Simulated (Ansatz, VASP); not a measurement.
C: VASP beside Ansatz

```
C
1.0
     0.00000    2.18695    3.16697
     1.26261    0.00000    3.16697
     1.26261    2.18695    0.00000
C
2
Direct
  0.16667 0.83333 0.16667
  0.83333 0.16667 0.83333
```

Alike in both runs: task single point; functional LDA; k mesh 14 × 14 × 14; occupations gaussian, width 0.05 eV; no spin polarisation.

|  | VASP | Ansatz |
| --- | --- | --- |
| version | VASP 6.6.1 | Ansatz 0.2.0 |
| potentials or method | VASP PAW LDA potentials, release 64 (C) | scalar-relativistic, plane waves, PAW |
| plane-wave cutoff (eV) | 520 | 420 |
| valence electrons in the cell | 8 | 8 |

```tsv
	VASP	Ansatz	Ansatz less VASP
gap on the k mesh at the Fermi level (eV)	none	none	-
pressure (GPa)	-24.2	-24.9	-0.77
largest component of the traceless stress (GPa)	26.93	27.80	+0.872
rms of the force components (eV/Å)	0.018	0.018	+0.0004
```

Atom by atom the forces differ by 0.000 eV/Å (rms over components). A gap of «none» marks a metal or a gap that the smearing closes.

Caveats: so large a pressure means that the cell lies far from this level's equilibrium, or that cutoff or potentials fall short (VASP).
